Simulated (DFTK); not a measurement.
## GaAs under changes of volume

One of the cells (22.590 Å³/atom); the others are scaled copies at fixed shape and fractional positions:

```
As Ga
1.0
     0.00000    2.82685    2.82685
     2.82685    0.00000    2.82685
     2.82685    2.82685    0.00000
As Ga
1 1
Direct
  0.75000 0.75000 0.75000
  0.00000 0.00000 0.00000
```

- Program: DFTK 0.8.2
- Functional: PBE
- Potentials or basis: dojo.nc.sr.pbe.v0_4_1.standard.upf (PBE)
- Cutoff: 1143 eV
- k mesh: 8 × 8 × 8
- Occupations: fermi-dirac, width 0.05 eV
- Spin: no spin polarisation

```csv
volume (Å³/atom),energy over the lowest point (meV/atom),pressure (GPa),gap on the mesh (eV)
21.234,61.67,8.8,0.99
21.686,39.65,6.8,0.83
22.138,23.02,5.0,0.67
22.590,11.21,3.4,0.52
23.041,?,?,?
23.493,0.14,0.6,0.23
23.945,0.00,-0.5,0.09
```

**Question.** What does the run at 23.041 Å³/atom give?

**Answer.** Energy over the lowest point 3.73 meV/atom; pressure 1.9 GPa; gap on the mesh 0.37 eV.

Worked out: A Birch-Murnaghan fit of order 3 (a polynomial in V^(-2/3)) to the other rows has its minimum at 23.74 Å³/atom with B0 = V·E''(V) = 61 GPa and B' = 4.7. It gives 3.75 meV/atom at 23.041 Å³/atom, against the run's 3.73, and -dE/dV = 1.9 GPa, against 1.9.

Energies are extrapolated to zero smearing.

A mesh can miss the band edges. Spin-orbit coupling on As, Ga is left out.
